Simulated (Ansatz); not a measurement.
# InSb (F-43m), two-dimensional strain map

Method: DFT PBEsol, scalar-relativistic, plane waves, PAW (Ansatz 0.2.0). The runs took a 420 eV cutoff, a Γ-centred 12×12×12 mesh and Gaussian smearing (0.15 eV). No spin polarisation. Energies are free energies at this smearing, counted from the undisturbed cell; pressure is positive in compression.

Reference structure (as given, not relaxed at this level; it stands at 0.8 GPa):

```
In Sb
1.0
     0.00000    3.23910    3.23910
     3.23910    0.00000    3.23910
     3.23910    3.23910    0.00000
In Sb
1 1
Direct
  0.00000 0.00000 0.00000
  0.75000 0.75000 0.75000
```

The cell is strained by p along both x and y and by q along z, fractional coordinates fixed. Points are written (p, q).

Energy above the undisturbed cell in meV/atom (a dash: not computed):

```csv
p \ q,-0.080,0.000,0.080
-0.080,429.6,198.5,?
0.000,61.3,0.0,26.8
0.080,54.6,?,–
```

Fill in the withheld energies.

(-0.080, 0.080): 112.3; (0.080, 0.000): 84.8.